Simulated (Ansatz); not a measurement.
## SbS: from a trial structure to a relaxed crystal

These are results of Ansatz 0.2.0, DFT PBE, scalar-relativistic, plane waves, PAW, not measurements. Cutoff 420 eV, Γ-centred k mesh, Gaussian smearing, no spin polarisation in the final step.

The start puts SbS on the sites of a reported ZrSi cell (Cmcm, No. 63), with Sb in place of Zr, S in place of Si, at a guessed volume.

```yaml
crystal:
  lattice:
    - [2.49636, -6.57715, 0.00000]
    - [2.49636, 6.57715, 0.00000]
    - [0.00000, 0.00000, 4.97150]
  atoms:
    - { symbol: Sb, position: [0.35440, 0.64560, 0.75000] }
    - { symbol: Sb, position: [0.64560, 0.35440, 0.25000] }
    - { symbol: S, position: [0.07760, 0.92240, 0.75000] }
    - { symbol: S, position: [0.92240, 0.07760, 0.25000] }
```

Cell and atoms relax at zero pressure; the relaxation can't lower the symmetry of the start. After a coarse first stage the cell is made exact in the group found at 0.06 Å.

Formation energies are uncorrected and refer to the elements' standard structures at the same level.

Question: Describe the relaxed structure.

Answer: It keeps Cmcm (No. 63), but not the shape of the type it started on. Conventional cell: a = 4.400 Å, b = 11.987 Å, c = 3.602 Å. Around Sb lie 5 S at 2.71–2.85 Å; S has 5 Sb at 2.71–2.85 Å.

```
Sb S
1.0
     2.20004   -5.99357    0.00000
     2.20004    5.99357    0.00000
     0.00000    0.00000    3.60206
Sb S
2 2
Direct
  0.37357 0.62643 0.25000
  0.62643 0.37357 0.75000
  0.14724 0.85276 0.25000
  0.85276 0.14724 0.75000
```

Question: What are its volume, energy, density and gap?

Answer: The volume per atom is 23.75 Å³, the density is 5.38 g/cm³ and the energy over the elements is 0.00 eV/atom. The gap on the 12×12×12 mesh is 0 eV (a metal).

The final run used a 12×12×12 mesh on its 4-atom cell and 0.10 eV smearing. For metals, differences of a few meV/atom aren't resolved. Spin–orbit coupling is left out. Symmetry constrained the relaxation, so the result can be a saddle point.

Cost: 4 runs of about 5 core-minutes in all, on Intel Xeon 6975P-C (Granite Rapids) (shared hosts).